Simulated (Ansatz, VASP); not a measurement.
**HC6 (C(111) slab, H on both faces): VASP beside Ansatz**

Aim: how closely do two programs agree when they are given the same cell, functional and k mesh? Of the first pair: The structure shown is the start of the Ansatz relaxation below; VASP solves that cell, so the two are compared at the walk's first step.

Method: plane waves, with VASP 6.6.1 beside it; single point at PBEsol, in Ansatz 0.2.0.

**1. The structure**

The cell holds 224 atoms: 192 C and 32 H. Cell: a = 10.089 Å, b = 10.089 Å, c = 24.992 Å, α = 90.0°, β = 90.0°, γ = 120.0°. It derives from C (diamond-structure). As first built, before any earlier steps moved the atoms (in the runner's words): diamond-structure C (a = 3.567 A), (111) slab of 12 atomic planes, 4 x 4 surface cells, H on the broken bonds of both faces; displaced by a Gaussian of 0.02 A. Vacuum lies along c.

**2. Ansatz: relaxation, PBEsol**

Ansatz runs on its default PAW (the set named soft_2) files.

The two programs are compared at the cell with which this relaxation starts, whose forces are those of its first step.

input.yaml reads:

```yaml
crystal:
  lattice:
    - [10.089, 0.0, 0.0]
    - [-5.0445, 8.73733, 0.0]
    - [0.0, 0.0, 24.99189]
  atoms:
    - { symbol: C, position: [0.33221, 0.91715, 0.30514] }
    - { symbol: C, position: [0.25004, 0.00018, 0.28493] }
    - { symbol: C, position: [0.16243, 0.82963, 0.38655] }
    - { symbol: C, position: [0.33217, 0.91389, 0.36724] }
    - { symbol: C, position: [0.25346, 0.00139, 0.46884] }
    - { symbol: C, position: [0.16704, 0.83509, 0.44861] }
    - { symbol: C, position: [0.33305, 0.91793, 0.55292] }
    - { symbol: C, position: [0.24664, 0.00011, 0.5305] }
    - { symbol: C, position: [0.1651, 0.83373, 0.63202] }
    - { symbol: C, position: [0.32822, 0.9147, 0.6137] }
    - { symbol: C, position: [0.25293, 0.00234, 0.7169] }
    - { symbol: C, position: [0.1724, 0.83491, 0.69577] }
    - { symbol: C, position: [0.33094, 0.66461, 0.30463] }
    - { symbol: C, position: [0.24849, 0.75022, 0.28326] }
    - { symbol: C, position: [0.16567, 0.58236, 0.38617] }
    - { symbol: C, position: [0.33795, 0.66859, 0.36667] }
    - { symbol: C, position: [0.24887, 0.74986, 0.47044] }
    - { symbol: C, position: [0.16965, 0.58384, 0.44928] }
    - { symbol: C, position: [0.33591, 0.66942, 0.55097] }
    - { symbol: C, position: [0.25063, 0.74864, 0.5311] }
    - { symbol: C, position: [0.16826, 0.58998, 0.63314] }
    - { symbol: C, position: [0.3345, 0.66942, 0.61391] }
    - { symbol: C, position: [0.2519, 0.74997, 0.7163] }
    - { symbol: C, position: [0.16907, 0.58385, 0.69518] }
    - { symbol: C, position: [0.5781, 0.91706, 0.3037] }
    - { symbol: C, position: [0.49989, 0.99873, 0.28202] }
    - { symbol: C, position: [0.4161, 0.83063, 0.3856] }
    - { symbol: C, position: [0.58543, 0.91674, 0.36633] }
    - { symbol: C, position: [0.50134, 0.00039, 0.46876] }
    - { symbol: C, position: [0.41589, 0.83685, 0.44895] }
[... 188 atom lines left out ...]
    - { symbol: H, position: [0.74711, 0.24755, 0.24012] }
    - { symbol: H, position: [0.7499, 0.24963, 0.76077] }
    - { symbol: H, position: [0.00151, 0.4962, 0.23941] }
    - { symbol: H, position: [0.99648, 0.49766, 0.76058] }
    - { symbol: H, position: [0.99879, 0.24833, 0.23961] }
    - { symbol: H, position: [0.99885, 0.24903, 0.75989] }
kpoints:
  mp_grid: { grid: [1, 1, 1] }
hamiltonian:
  xc: pbesol
scf:
  occupations: { method: fermi_dirac, width: 0.05 }
output:
  forces: true
relax:
  f_tol: 0.05
  max_steps: 120
```

Started as:

```bash
> ansatz run input.yaml --threads 4 --pin off --max-ram 15872MiB --backend cpu --events-out ev --progress --plain --runs-dir out
```

Numbers of over 12 decimals in the logs are rounded to 6 here.

Log:

```text
Engine: ansatz 0.2.0, x86_64-unknown-linux-gnu
Pseudopotentials: kind: paw
Pseudopotential: C, paw, valence charge 4, recommended cutoff 420 eV (normal), C.paw.azcp
Pseudopotential: H, paw, valence charge 1, recommended cutoff 420 eV (normal), H.paw.azcp
Functional definition: PBEsol
  exchange = pbesol_x
  correlation = pbesol_c
Crystal: 224 atoms, lattice volume = 2203.058 Å³
Basis set: ecut = 420 eV, 43055 PW (Γ), exchange–correlation on 144×144×360 points (8 copies of the dense FFT grid, shifted against one another)
Bands: 624, of which v1, the nominal top of the filled ones, is band 400 counted from 1 (399 counted from 0)
Symmetry: 1 space group operations
Space group: P1 (ITA 1), of the structure as read, at distance tolerance 1.3e-4 Å
k-points: 1
Non-local potential: C, projectors of the file, l = 0: 2, l = 1: 2, l = 2: 1
Non-local potential: H, projectors of the file, l = 0: 2, l = 1: 1
PAW form: soft (Blöchl's): semilocal exchange-correlation on the pseudo side does not see the compensation charge
PAW frozen core: C, regenerated for the run's functional, and the local potential with it (the file was generated under x = pbe(κ = 0.804, μ = 0.219515), c = pbe(β = 0.066725))
PAW one-centre angular grid: C, 110 points (default); XC on 64 Gauss nodes
PAW one-centre angular grid: H, 110 points (default); XC on 64 Gauss nodes
Initial density: superposition of atomic densities (neutral atoms: chi_scale 0, normalization atom), corrected by the library's trained network
Initial wavefunctions: pseudopotential atomic-orbital guess
Functional: x = pbesol(κ = 0.804, μ = 0.123457), c = pbesol(β = 0.046)
SCF iter   1: F=—  HF=-47857.455735 eV  |F-HF|=—  |Δ(HF+E_count)|=         —  Δρ=4.19e-3  dr2=1.79e0  ethr=1.77e-3  ⟨swp⟩=10.0  Hψ=3181  notcnv=0  defer=184
preconditioner: auto → Resta (q_TF=auto, 2.304 Å⁻¹)  ε∞=2.9  [insulator: Δε(μ)=3.178 eV  Ē_g=16.294 eV  σ=0.050 eV  W_gap=1.00  n_scr=474 (ndim 8)  ℏωp=22.4 eV  f_vac=0.413  D(μ)=0.00/eV (n_scr^D=0)  ε∞_Penn≈2.9  vacuum switching on, ρ_ref=1.9e-2 e/Å³]
SCF iter   2: F=—  HF=-47857.173490 eV  |F-HF|=—  |Δ(HF+E_count)|=   2.82e-1  Δρ=2.88e-3  dr2=1.44e-1  ethr=2.24e-4  ⟨swp⟩=3.0  Hψ=1126  notcnv=0  defer=216
SCF iter   3: F=—  HF=-47857.168210 eV  |F-HF|=—  |Δ(HF+E_count)|=   5.28e-3  Δρ=1.26e-3  dr2=3.19e-2  ethr=1.80e-5  ⟨swp⟩=2.0  Hψ=584  notcnv=0  defer=216
SCF iter   4: F=—  HF=-47857.172205 eV  |F-HF|=—  |Δ(HF+E_count)|=   3.99e-3  Δρ=2.01e-4  dr2=8.49e-4  ethr=3.99e-6  ⟨swp⟩=8.0  Hψ=1575  notcnv=0  defer=209
SCF iter   5: F=—  HF=-47857.172645 eV  |F-HF|=—  |Δ(HF+E_count)|=   4.40e-4  Δρ=7.21e-5  dr2=1.08e-4  ethr=1.06e-7  ⟨swp⟩=2.0  Hψ=986  notcnv=0  defer=209
SCF iter   6: F=-47857.172735 eV  HF=-47857.172744 eV  |F-HF|=8.76e-6  |Δ(HF+E_count)|=   9.86e-5  Δρ=2.85e-5  dr2=1.50e-5  ethr=7.81e-9  ⟨swp⟩=3.0  Hψ=1848  notcnv=0
SCF 1 converged in 6 iterations: F = -47857.172735 eV  dr2 = 1.50e-5
  greatest PAW one-centre occupation: 0.654 electrons in one spin orbital (limit 2), on the C atom at site 22 (counted from 0), in its partial waves of l = 0
relax step   1: F+E_penalty+E_count = -47857.17273481 eV  Δ(F+E_penalty+E_count) = +0.000e0 eV  max|allowed force component| = 4.122e0 eV/Å  Δτ_max = 0.0000 Å  (6 SCF iters, dr2 threshold 6.25e-5 eV, accepted)
Initial density: handed on by an earlier stage of this run
Initial wavefunctions: those handed on with the density
iter 1 solved again at ethr=1.86e-4 eV; its pass at ethr=3.10e-3 eV (dr2=1.49e0 eV) is discarded
SCF iter   1: F=—  HF=-47862.784763 eV  |F-HF|=—  |Δ(HF+E_count)|=         —  Δρ=1.05e-2  dr2=1.45e0  ethr=1.86e-4  ⟨swp⟩=2.0  Hψ=2164  notcnv=0  defer=209
preconditioner: auto → Resta (q_TF=auto, 2.304 Å⁻¹)  ε∞=2.9  [insulator: Δε(μ)=2.749 eV  Ē_g=16.260 eV  σ=0.050 eV  W_gap=1.00  n_scr=474 (ndim 8)  ℏωp=22.4 eV  f_vac=0.420  D(μ)=0.00/eV (n_scr^D=0)  ε∞_Penn≈2.9  vacuum switching on, ρ_ref=1.9e-2 e/Å³]
SCF iter   2: F=—  HF=-47862.447127 eV  |F-HF|=—  |Δ(HF+E_count)|=   3.38e-1  Δρ=4.74e-3  dr2=2.22e-1  ethr=1.82e-4  ⟨swp⟩=3.0  Hψ=724  notcnv=0  defer=209
SCF iter   3: F=—  HF=-47862.400849 eV  |F-HF|=—  |Δ(HF+E_count)|=   4.63e-2  Δρ=1.29e-3  dr2=2.03e-2  ethr=2.78e-5  ⟨swp⟩=2.0  Hψ=796  notcnv=0  defer=209
SCF iter   4: F=—  HF=-47862.398745 eV  |F-HF|=—  |Δ(HF+E_count)|=   2.10e-3  Δρ=2.15e-4  dr2=1.37e-3  ethr=2.54e-6  ⟨swp⟩=2.0  Hψ=1023  notcnv=0  defer=216
SCF iter   5: F=—  HF=-47862.398909 eV  |F-HF|=—  |Δ(HF+E_count)|=   1.64e-4  Δρ=6.50e-5  dr2=1.11e-4  ethr=1.71e-7  ⟨swp⟩=2.0  Hψ=808  notcnv=0  defer=216
SCF iter   6: F=-47862.398968 eV  HF=-47862.398965 eV  |F-HF|=2.86e-6  |Δ(HF+E_count)|=   5.58e-5  Δρ=1.88e-5  dr2=7.84e-6  ethr=1.25e-8  ⟨swp⟩=2.0  Hψ=1793  notcnv=0
SCF 2 converged in 6 iterations: F = -47862.398968 eV  dr2 = 7.84e-6
[...]
- { symbol: C, position: [0.083569, 0.916693, 0.612666] }
    - { symbol: C, position: [1.000160, 0.999978, 0.714114] }
    - { symbol: C, position: [0.916861, 0.833328, 0.694810] }
    - { symbol: C, position: [0.583482, 0.166631, 0.305056] }
    - { symbol: C, position: [0.500100, 0.249921, 0.285825] }
    - { symbol: C, position: [0.416840, 0.083293, 0.387244] }
    - { symbol: C, position: [0.583484, 0.166672, 0.366899] }
    - { symbol: C, position: [0.500193, 0.250006, 0.469173] }
    - { symbol: C, position: [0.416825, 0.083317, 0.448797] }
    - { symbol: C, position: [0.583441, 0.166608, 0.551140] }
    - { symbol: C, position: [0.500123, 0.249945, 0.530740] }
    - { symbol: C, position: [0.416795, 0.083288, 0.633039] }
    - { symbol: C, position: [0.583413, 0.166605, 0.612689] }
    - { symbol: C, position: [0.500177, 0.249986, 0.714127] }
    - { symbol: C, position: [0.416841, 0.083331, 0.694861] }
    - { symbol: C, position: [0.833523, 0.416670, 0.305011] }
    - { symbol: C, position: [0.750127, 0.499980, 0.285772] }
    - { symbol: C, position: [0.666871, 0.333362, 0.387225] }
    - { symbol: C, position: [0.833498, 0.416664, 0.366872] }
    - { symbol: C, position: [0.750116, 0.500005, 0.469188] }
    - { symbol: C, position: [0.666820, 0.333366, 0.448800] }
    - { symbol: C, position: [0.833484, 0.416682, 0.551123] }
    - { symbol: C, position: [0.750131, 0.500031, 0.530731] }
    - { symbol: C, position: [0.666748, 0.333294, 0.633032] }
[...]
- { symbol: C, position: [0.000108648, 0.249961, 0.469162] }
    - { symbol: C, position: [0.916779, 0.083332, 0.448780] }
    - { symbol: C, position: [0.083491, 0.166627, 0.551115] }
    - { symbol: C, position: [0.000168899, 0.249963, 0.530724] }
    - { symbol: C, position: [0.916864, 0.083367, 0.633025] }
    - { symbol: C, position: [0.083521, 0.166676, 0.612669] }
    - { symbol: C, position: [1.000211, 0.250022, 0.714121] }
    - { symbol: C, position: [0.916849, 0.083350, 0.694857] }
    - { symbol: H, position: [0.249980, 2.221240017951026e-5, 0.241205] }
    - { symbol: H, position: [0.250166, 0.999932, 0.758712] }
    - { symbol: H, position: [0.249868, 0.749782, 0.241214] }
    - { symbol: H, position: [0.250061, 0.750102, 0.758723] }
    - { symbol: H, position: [0.500079, 1.000099, 0.241175] }
    - { symbol: H, position: [0.500117, 5.525636411207702e-5, 0.758716] }
    - { symbol: H, position: [0.249787, 0.499831, 0.241231] }
    - { symbol: H, position: [0.250114, 0.500002, 0.758734] }
    - { symbol: H, position: [0.500093, 0.750111, 0.241157] }
    - { symbol: H, position: [0.500092, 0.749941, 0.758755] }
    - { symbol: H, position: [0.750087, 7.949640594561601e-6, 0.241178] }
    - { symbol: H, position: [0.750325, 1.000011, 0.758727] }
    - { symbol: H, position: [0.250343, 0.249892, 0.241178] }
    - { symbol: H, position: [0.250171, 0.250013, 0.758757] }
    - { symbol: H, position: [0.500066, 0.499665, 0.241168] }
    - { symbol: H, position: [0.500307, 0.500050, 0.758742] }
    - { symbol: H, position: [0.750308, 0.749991, 0.241204] }
    - { symbol: H, position: [0.750559, 0.749958, 0.758716] }
    - { symbol: H, position: [6.464718963367089e-5, 0.999950, 0.241219] }
    - { symbol: H, position: [-1.6515799726335434e-5, 0.999754, 0.758696] }
    - { symbol: H, position: [0.500088, 0.250006, 0.241233] }
    - { symbol: H, position: [0.500280, 0.249793, 0.758723] }
    - { symbol: H, position: [0.750213, 0.500236, 0.241165] }
    - { symbol: H, position: [0.749905, 0.500042, 0.758692] }
    - { symbol: H, position: [0.000146389, 0.749966, 0.241216] }
    - { symbol: H, position: [-7.188244400962995e-5, 0.749866, 0.758666] }
    - { symbol: H, position: [0.749913, 0.249914, 0.241191] }
    - { symbol: H, position: [0.749982, 0.249967, 0.758693] }
    - { symbol: H, position: [0.000440847, 0.500168, 0.241196] }
    - { symbol: H, position: [1.000087, 0.499891, 0.758725] }
    - { symbol: H, position: [1.000120, 0.250037, 0.241198] }
    - { symbol: H, position: [1.000218, 0.249923, 0.758715] }
```

**3. VASP: single point, PBEsol, start cell, pair 1**

The same cell, functional, mesh and smearing now go to VASP, with its own data sets.

Lines of VASP's logs that name or quote its potential files are left out, and so is its time.

INCAR reads:

```
SYSTEM = HC6
PREC = Accurate
ENCUT = 520
EDIFF = 1E-06
NELM = 120
ISMEAR = -1
SIGMA = 0.05
LREAL = Auto
ALGO = Normal
GGA = PS
NBANDS = 556
LORBIT = 11
LWAVE = .FALSE.
LCHARG = .FALSE.
ISIF = 2
LASPH = .TRUE.
GGA_COMPAT = .FALSE.
EFERMI = MIDGAP
```

POSCAR reads:

```
HC6
1.0
   10.0890000000      0.0000000000      0.0000000000
   -5.0445000000      8.7373300000      0.0000000000
    0.0000000000      0.0000000000     24.9918900000
C H
192 32
Direct
    0.3322072361      0.9171451691      0.3051389871
    0.2500370463      0.0001831223      0.2849284308
    0.1624340147      0.8296355981      0.3865493966
    0.3321679113      0.9138947482      0.3672391324
    0.2534528634      0.0013848624      0.4688400917
    0.1670469207      0.8350949317      0.4486095289
    0.3330481239      0.9179348840      0.5529193670
    0.2466426157      0.0001144514      0.5305000942
    0.1650972262      0.8337329596      0.6320210276
    0.3282172177      0.9146959082      0.6136990840
    0.2529267465      0.0023348094      0.7169005625
    0.1723969296      0.8349118094      0.6957697077
    0.3309362070      0.6646080668      0.3046308222
    0.2484858171      0.7502177439      0.2832598895
    0.1656686961      0.5823632620      0.3861692733
    0.3379529371      0.6685909769      0.3666709481
    0.2488733891      0.7498629444      0.4704406109
    0.1696480616      0.5838396856      0.4492817470
    0.3359068396      0.6694150272      0.5509707349
    0.2506299906      0.7486383140      0.5311002889
    0.1682550569      0.5899742828      0.6331413911
    0.3344993661      0.6694150272      0.6139111528
    0.2518984278      0.7499659507      0.7163003678
    0.1690689889      0.5838511307      0.6951815169
    0.5780983903      0.9170650531      0.3036985198
    0.4998884023      0.9987261555      0.2820194871
    0.4160986938      0.8306313256      0.3856010890
    0.5854314679      0.9167445890      0.3663308377
    0.5013443345      0.0003891349      0.4687600658
    0.4158856024      0.8368460388      0.4489496393
[... 188 atom lines left out ...]
    0.7471058519      0.2475470195      0.2401218955
    0.7499017460      0.2496300357      0.7607707940
    0.0015167190      0.4962042180      0.2394096645
    0.9964748267      0.4976577513      0.7605787317
    0.9987884748      0.2483252893      0.2396097294
    0.9988558325      0.2490348882      0.7598905085
```

KPOINTS reads:

```
Automatic mesh
0
Gamma
1 1 1
0 0 0
```

PAW data sets: C and H (PBE family, release 64).

Started as:

```bash
> export OMP_NUM_THREADS=3
> mpirun -np 1 vasp_gam
```

Log:

```text
[banner, memory and clock lines left out]
running    1 mpi-ranks, on    1 nodes
[...]
Offloading initialized ...    1 GPUs detected
[...]
|                                                                             |
|               ----> ADVICE to this user running VASP <----                  |
|                                                                             |
|     You enforced a specific xc type in the INCAR file but a different       |
|     [... a line on the potential file left out ...]
|     I HOPE YOU KNOW WHAT YOU ARE DOING!                                     |
|                                                                             |

 LDA part: xc-table for (Slater+PW92), standard interpolation
 POSCAR, INCAR and KPOINTS ok, starting setup
[...]
entering main loop
       N       E                     dE             d eps       ncg     rms          rms(c)
DAV:   1     0.763984922351E+04    0.76398E+04   -0.43770E+05  1128   0.140E+03
DAV:   2    -0.106506356328E+04   -0.87049E+04   -0.81120E+04  1680   0.347E+02
DAV:   3    -0.200179840154E+04   -0.93673E+03   -0.92401E+03  1376   0.115E+02
DAV:   4    -0.203590317039E+04   -0.34105E+02   -0.33997E+02  1504   0.236E+01
[...]
DAV:  22    -0.194978973812E+04   -0.71082E-05   -0.30869E-07   984   0.646E-04    0.340E-04
DAV:  23    -0.194978974081E+04   -0.26835E-05   -0.13739E-07   904   0.371E-04    0.134E-04
DAV:  24    -0.194978974109E+04   -0.27986E-06   -0.31083E-08   960   0.224E-04
   1 F= -.19497897E+04 E0= -.19497897E+04  d E =-.465356E-10
```

From OUTCAR (step 3):

```text
  FREE ENERGIE OF THE ION-ELECTRON SYSTEM (eV)
  ---------------------------------------------------
  free  energy   TOTEN  =     -1949.7897410859 eV

  energy  without entropy=    -1949.7897410859  energy(sigma->0) =    -1949.78974109
```

**4. Comparison**

Known differences besides the potentials themselves: the cutoff is 420 eV in Ansatz and 520 eV in VASP (PREC = Accurate, projectors in real space); Ansatz makes its cores anew for this functional, VASP keeps those of its PBE data sets. Total energies have different zeros and are not compared.

Forces on 10 of the 224 atoms, those with the largest forces and the largest differences (eV/Å; atoms numbered as in POSCAR):

```csv
atom,"Ansatz x, y, z","VASP x, y, z"
C26,"-1.004, 0.785, 3.848","-1.023, 0.805, 3.835"
C35,"-0.202, -0.134, -4.122","-0.199, -0.138, -4.114"
C50,"-1.052, 0.091, 3.937","-1.068, 0.087, 3.926"
C105,"3.450, -1.986, 1.796","3.472, -1.998, 1.807"
C143,"-2.108, -0.075, -3.245","-2.117, -0.074, -3.236"
C158,"-0.664, 0.190, 3.807","-0.669, 0.187, 3.800"
C191,"0.374, -0.199, -3.543","0.385, -0.196, -3.535"
H203,"0.102, -0.078, -0.395","0.102, -0.077, -0.436"
H210,"0.321, 0.135, 0.402","0.319, 0.134, 0.442"
H217,"0.049, -0.246, -0.438","0.048, -0.245, -0.478"
```

The forces differ by 11 meV/Å r.m.s., which is 1.1 % of the r.m.s. force of 1.023 eV/Å (both taken over all components). With vacuum in the cell, a pressure given here is an average over mostly empty space and none of the material.

(Continued in part 2 of 2.)

[Lines on the potential files, build, host, timing and source positions are cut from VASP's logs without a mark.]

[Logs are printed without paths, hosts, clocks, repeated set-up lines and the standing remarks that a program may print on its own settings, such as how far it seeks lower states.]

[Hosts, paths, dates, database ids (printed as entryN), source tags and the programs' standing remarks are cut or masked in the printed files.]
